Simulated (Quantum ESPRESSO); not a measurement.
TaS2 under changes of volume

One of the cells (18.984 Å³/atom); the others are scaled copies at fixed shape and fractional positions:

```
Ta S
1.0
     3.35000    0.00000    0.00000
    -1.67500    2.90119    0.00000
     0.00000    0.00000    5.86000
Ta S
1 2
Cartesian
  0.0000 0.0000 0.0000
  1.6750 0.9671 4.3950
  0.0000 1.9341 1.4650
```

- Program: Quantum ESPRESSO 7.5
- Functional: PBEsol
- Potentials or basis: PseudoDojo 0.4.1 SR PBEsol standard
- Cutoff: 789 eV
- Density cutoff: 3157 eV
- k mesh: 9 × 9 × 5
- Occupations: fermi-dirac, width 0.05 eV
- Spin: no spin polarisation

```csv
volume (Å³/atom),energy over the lowest point (meV/atom),pressure (GPa),largest force (eV/Å)
17.845,72.73,14.8,2.122
18.225,?,?,?
18.605,20.82,7.4,1.329
18.984,7.02,4.3,0.973
19.364,0.31,1.4,0.640
19.744,0.00,-1.1,0.330
20.123,5.49,-3.5,0.041
```

Q: What does the run at 18.225 Å³/atom give?

A: Energy over the lowest point 42.44 meV/atom; pressure 10.9 GPa; largest force 1.711 eV/Å.

Worked out: A Birch-Murnaghan fit of order 3 (a polynomial in V^(-2/3)) to the other rows has its minimum at 19.57 Å³/atom with B0 = V·E''(V) = 132 GPa and B' = 4.1 at fixed shape and positions, which overstates the stiffness. It gives 42.44 meV/atom at 18.225 Å³/atom, against the run's 42.44, and -dE/dV = 10.9 GPa, against 10.9.

Energies are extrapolated to zero smearing.

Caveats: this functional lacks dispersion, which binds the layers, so the pressure and a relaxed spacing across them are unreliable; forces of over 1 eV/Å show positions far from the minimum, so gaps and moduli don't describe the material at rest (some runs).
